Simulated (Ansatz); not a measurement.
C (Fmmm), one atom moved along a line

All numbers below come from Ansatz 0.2.0, DFT r2SCAN, scalar-relativistic, plane waves, PAW. Settings: plane waves to 500 eV, k-mesh 8×8×8 (Γ-centred), Gaussian smearing 0.05 eV. No spin polarisation. Energies are free energies at this smearing, counted from the undisturbed cell; pressure is positive in compression.

Reference structure (relaxed at this level; this form isn't the usual structure):

```
C
1.0
     0.00000   -4.25351    0.00000
    -2.45584   -2.12676   -3.56176
     2.45584   -2.12676   -3.56176
C
8
Direct
  0.83330 0.50000 0.50000
  0.83330 0.00000 0.00000
  0.33330 0.75000 0.25000
  0.33330 0.25000 0.75000
  0.16670 0.50000 0.50000
  0.16670 0.00000 0.00000
  0.66670 0.75000 0.25000
  0.66670 0.25000 0.75000
```

The cell holds layers and no dispersion correction was added, so their binding is poorly described.

Atom 1 (C) is moved by x along the Cartesian unit vector (1.000, 0.000, 0.000); the cell and all other atoms stay fixed.

```csv
x (Å),ΔE (meV/cell)
-0.3000,3105.0
-0.1000,319.9
0.0000,0.0
0.0500,79.0
0.1500,730.0
0.2000,1320.4
0.2500,2106.0
```

(1) Predict the pressure (GPa) at each point.

Results:

(1)
```
  x (Å) pressure (GPa)
-0.3000            11.2
-0.1000             1.2
 0.0000             0.0
 0.0500             0.3
 0.1500             2.7
 0.2000             4.9
 0.2500             7.7
```

Cost: 7 runs of about 5.6 core-minutes in all, on Intel Xeon Processor @ 2.70GHz (shared hosts).